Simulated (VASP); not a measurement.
# Al2O3 (Corundum) (R-3c) in VASP: a series of runs

One crystal, Al2O3 (Corundum), is run at these levels: LDA; tasks: single point.

Program: VASP 6.6.1. These are calculated values, not measurements. Logs are shortened: lines on timing, memory, paths and dates and some standing lists are left out, and cuts for length are marked.

**1. The structure**

It takes space group R-3c (No. 167, trigonal). The conventional cell has a = 4.760 Å, b = 4.760 Å, c = 12.996 Å, α = 90.00°, β = 90.00°, γ = 120.00°. Al (site symmetry 3) is surrounded by 6 O at 1.85 to 1.97 Å. O (site symmetry 2) is surrounded by 4 Al at 1.85 to 1.97 Å.

**2. Single point, LDA**

File INCAR:

```
SYSTEM = Al2O3
PREC = Accurate
ENCUT = 520
EDIFF = 1E-7
ISMEAR = 0
SIGMA = 0.05
LREAL = .FALSE.
LASPH = .TRUE.
NELM = 100
ALGO = Normal
ISIF = 2
LWAVE = .FALSE.
LCHARG = .FALSE.
NBANDS = 35
ADDGRID = .FALSE.
```

File KPOINTS:

```
regular mesh
0
G
  2 2 2
  0 0 0
```

File POSCAR:

```
Al2O3
1.0
    2.3802500000      1.3742379782      4.3318666667
   -2.3802500000      1.3742379782      4.3318666667
    0.0000000000     -2.7484759565      4.3318666667
Al O
4 6
Direct
    0.8521600000      0.8521600000      0.8521600000
    0.6478400000      0.6478400000      0.6478400000
    0.1478400000      0.1478400000      0.1478400000
    0.3521600000      0.3521600000      0.3521600000
    0.0566800000      0.7500000000      0.4433200000
    0.7500000000      0.4433200000      0.0566800000
    0.4433200000      0.0566800000      0.7500000000
    0.9433200000      0.2500000000      0.5566800000
    0.2500000000      0.5566800000      0.9433200000
    0.5566800000      0.9433200000      0.2500000000
```

Potentials or basis: VASP PAW LDA potentials, release 64 (Al, O).

Run with:

```bash
> cat potpaw_LDA.64/Al/POTCAR potpaw_LDA.64/O/POTCAR > POTCAR
> mpirun -np 1 vasp_std > vasp.out
```

OUTCAR:

```text
SYSTEM = Al2O3
   PREC = Accurate
   ENCUT = 520
   EDIFF = 1E-7
   ISMEAR = 0
   LREAL = .FALSE.
   LASPH = .TRUE.
   NELM = 100
   ISIF = 2

 Found      4 irreducible k-points:

 Following reciprocal coordinates:
            Coordinates               Weight
  0.000000  0.000000  0.000000      1.000000
  0.500000  0.000000 -0.000000      3.000000
  0.500000  0.500000 -0.000000      3.000000
  0.500000  0.500000  0.500000      1.000000
   k-points           NKPTS =      4   k-points in BZ     NKDIM =      4   number of bands    NBANDS=     35
   number of dos      NEDOS =    301   number of ions     NIONS =     10
   total plane-waves  NPLWV =  64000
   dimension x,y,z NGX =    40 NGY =   40 NGZ =   40
   dimension x,y,z NGXF=    80 NGYF=   80 NGZF=   80
   ions per type =               4   6
   NGX,Y,Z   is equivalent  to a cutoff of  12.96, 12.96, 12.96 a.u.
   NGXF,Y,Z  is equivalent  to a cutoff of  25.92, 25.92, 25.92 a.u.
 SYSTEM =  Al2O3
   PREC   = accura    normal or accurate (medium, high low for compatibility)
   ISTART =      0    job   : 0-new  1-cont  2-samecut
   ICHARG =      2    charge: 1-file 2-atom 10-const
   ISPIN  =      1    spin polarized calculation?
   LNONCOLLINEAR =      F non collinear calculations
   LSORBIT =      F    spin-orbit coupling
   LASPH  =      T    aspherical Exc in radial PAW
   ENCUT  =  520.0 eV  38.22 Ry    6.18 a.u.   9.54  9.54  9.54*2*pi/ulx,y,z
   NELM   =    100;   NELMIN=  2; NELMDL= -5     # of ELM steps
   EDIFF  = 0.1E-06   stopping-criterion for ELM
   LREAL  =      F    real-space projection
   EDIFFG = 0.1E-05   stopping-criterion for IOM
   NSW    =      0    number of steps for IOM
   IBRION =     -1    ionic relax: 0-MD 1-quasi-New 2-CG
   NFREE  =      0    steps in history (QN), initial steepest desc. (CG)
   ISIF   =      2    stress and relaxation
   ISYM   =      2    0-nonsym 1-usesym 2-fastsym
   POTIM  = 0.5000    time-step for ionic-motion
   TEBEG  =    0.0;   TEEND  =   0.0 temperature during run
   PSTRESS=    0.0 pullay stress
   NELECT =      48.0000    total number of electrons
   NUPDOWN=      -1.0000    fix difference up-down
   EMIN   =  10.00;   EMAX   =-10.00  energy-range for DOS
   EFERMI =   0.00;   METHOD = LEGACY
   ISMEAR =     0;   SIGMA  =   0.05  broadening in eV -4-tet -1-fermi 0-gaus
   EFERMI_NEDOS =   21; number of points for ismear=-14 and -15
   IALGO  =     38    algorithm
   IMIX   =      4    mixing-type and parameters
     AMIX     =   0.40;   BMIX     =  1.00
     AMIX_MAG =   1.60;   BMIX_MAG =  1.00
  volume/ion in A,a.u.               =       8.50        57.37
  Fermi-wavevector in a.u.,A,eV,Ry     =   1.353064  2.556920 24.909299  1.830782
  Thomas-Fermi vector in A             =   2.480350
   LORBIT       =      0    0 simple, 1 ext, 2 COOP (PROOUT), +10 PAW based schemes
   GGA     = CA    functional components
   LHFCALC =     F    Hartree Fock is set to
   AEXX    =    0.0000 exact exchange contribution
   IVDW    =     0    specifies the selected vdW correction
   LEPSILON=     F    determine dielectric tensor
   LRPA    =     F    only Hartree local field effects (RPA)
 non-spin polarized calculation
 Gauss-broadening in eV      SIGMA  =   0.05
  energy-cutoff  :      520.00
  volume of cell :       85.02
 maximum number of plane-waves:      2302
 NGX is ok and might be reduce to    40
   NGX = 19   NGY = 19   NGZ = 19

 number of electron      48.0000013 magnetization

 Free energy of the ion-electron system (eV)
  ---------------------------------------------------
  ext. energy  EPLUGINS =         0.00000000
  ---------------------------------------------------
  free energy    TOTEN  =       -83.02785184 eV

  energy without entropy =      -83.02785184  energy(sigma->0) =      -83.02785184

 E-fermi :   6.1000     XC(G=0): -12.1639

 val. band max:        5.8372437237   @ k =   0.0000   0.0000   0.0000
 cond. band min:      11.9996765499   @ k =   0.0000   0.0000   0.0000
 fundamental gap:      6.1624328262
 Fermi energy:         6.0999907307

 k-point     1 :       0.0000    0.0000    0.0000
  band No.  band energies     occupation
      1     -13.1864      2.00000
      2     -10.7554      2.00000
      3     -10.4609      2.00000
      4     -10.4609      2.00000
      5     -10.1345      2.00000
      6     -10.1345      2.00000
[... 27 lines left out ...]
     34      19.1752      0.00000
     35      20.2124      0.00000

 k-point     2 :       0.5000    0.0000   -0.0000
  band No.  band energies     occupation
      1     -11.9961      2.00000
      2     -11.9961      2.00000
      3     -10.4819      2.00000
      4     -10.4819      2.00000
      5     -10.3488      2.00000
      6     -10.3488      2.00000
[... 27 lines left out ...]
     34      18.3836      0.00000
     35      18.7595      0.00000

 k-point     3 :       0.5000    0.5000   -0.0000
  band No.  band energies     occupation
      1     -11.9753      2.00000
      2     -11.2944      2.00000
      3     -11.0486      2.00000
      4     -10.8552      2.00000
      5     -10.6071      2.00000
      6     -10.0876      2.00000
[... 27 lines left out ...]
     34      18.6043      0.00000
     35      18.8745      0.00000

 k-point     4 :       0.5000    0.5000    0.5000
  band No.  band energies     occupation
      1     -12.1558      2.00000
      2     -12.1558      2.00000
      3     -10.3194      2.00000
      4     -10.3194      2.00000
      5     -10.3194      2.00000
      6     -10.3194      2.00000
[... 27 lines left out ...]
     34      18.3321      0.00000
     35      20.0421      0.00000

------------------------ aborting loop because EDIFF is reached ----------------------------------------

  FORCE on cell =-STRESS in cart. coord.  units (eV):
  Direction    XX          YY          ZZ          XY          YZ          ZX
  --------------------------------------------------------------------------------------
  -------------------------------------------------------------------------------------
  Total       -2.3211083     -2.3211083     -2.7391459     -0.0000000      0.0000000      0.0000000
  in kB      -43.7416483    -43.7416483    -51.6196307     -0.0000000      0.0000000      0.0000000
  external PRESSURE =     -46.3676424 kB  Pullay stress =       0.0000000 kB

 VOLUME and BASIS-vectors are now :
 -----------------------------------------------------------------------------
  energy-cutoff  :      520.00
  volume of cell :       85.02
      direct lattice vectors                 reciprocal lattice vectors
     2.380250000  1.374237978  4.331866667     0.210061968  0.121279334  0.076949121
    -2.380250000  1.374237978  4.331866667    -0.210061968  0.121279334  0.076949121
     0.000000000 -2.748475957  4.331866667     0.000000000 -0.242558668  0.076949121

 POSITION                                       TOTAL-FORCE (eV/Angst)
 -----------------------------------------------------------------------------------
      0.00000     -0.00000     11.07433         0.000000      0.000000     -0.044762
      0.00000     -0.00000      8.41907         0.000000     -0.000000      0.044762
      0.00000     -0.00000      1.92127         0.000000     -0.000000      0.044762
      0.00000     -0.00000      4.57653         0.000000      0.000000     -0.044762
     -1.65027     -0.10988      5.41483        -0.045080     -0.078081     -0.000000
      0.72998      1.48412      5.41483        -0.045080      0.078081     -0.000000
      0.92030     -1.37424      5.41483         0.090160      0.000000     -0.000000
      1.65027      0.10988      7.58077         0.045080      0.078081     -0.000000
     -0.72998     -1.48412      7.58077         0.045080     -0.078081     -0.000000
     -0.92030      1.37424      7.58077        -0.090160      0.000000     -0.000000
 -----------------------------------------------------------------------------------
    total drift:                               -0.000000      0.000000     -0.000000

  FREE ENERGIE OF THE ION-ELECTRON SYSTEM (eV)
  ---------------------------------------------------
  free  energy   TOTEN  =       -83.0278518427 eV

  energy  without entropy=      -83.0278518427  energy(sigma->0) =      -83.02785184
```

OSZICAR:

```text
N       E                     dE             d eps       ncg     rms          rms(c)
DAV:   1     0.227863984931E+03    0.22786E+03   -0.25775E+04   280   0.132E+03
DAV:   2    -0.777859672017E+02   -0.30565E+03   -0.29397E+03   359   0.284E+02
DAV:   3    -0.913418758154E+02   -0.13556E+02   -0.13499E+02   368   0.608E+01
DAV:   4    -0.914450656099E+02   -0.10319E+00   -0.10313E+00   344   0.621E+00
DAV:   5    -0.914459885637E+02   -0.92295E-03   -0.92275E-03   360   0.583E-01    0.175E+01
DAV:   6    -0.832155425982E+02    0.82304E+01   -0.28944E+01   343   0.283E+01    0.626E+00
DAV:   7    -0.831154012356E+02    0.10014E+00   -0.87305E-01   344   0.443E+00    0.320E+00
DAV:   8    -0.830345909197E+02    0.80810E-01   -0.76306E-02   328   0.204E+00    0.731E-01
DAV:   9    -0.830277939954E+02    0.67969E-02   -0.12272E-02   368   0.579E-01    0.266E-01
DAV:  10    -0.830278724911E+02   -0.78496E-04   -0.45455E-04   336   0.129E-01    0.598E-02
DAV:  11    -0.830278519075E+02    0.20584E-04   -0.11896E-04   344   0.636E-02    0.247E-02
DAV:  12    -0.830278521463E+02   -0.23877E-06   -0.31605E-06   352   0.117E-02    0.589E-03
DAV:  13    -0.830278518445E+02    0.30177E-06   -0.10956E-06   352   0.600E-03    0.144E-03
DAV:  14    -0.830278518427E+02    0.17803E-08   -0.42650E-08   192   0.128E-03
   1 F= -.83027852E+02 E0= -.83027852E+02  d E =-.358589E-14
```

Run time: 22 s. Hardware: 1 thread of AMD EPYC 7R43 (Zen 3), shared host; peak memory 0.14 GiB.

These settings aren't checked as converged: the numbers below hold their error.

Results:

| Property | Result |
| --- | --- |
| Free energy | -83.0279 eV |
| Pressure | -4.6 GPa |
| Largest force | 0.090 eV/Å |
| Band gap on the k mesh | 6.16 eV, direct |

Caveat: the k mesh is coarse (spacing up to 0.80 Å⁻¹), so the values aren't converged.

(Continued in part 2 of 2.)
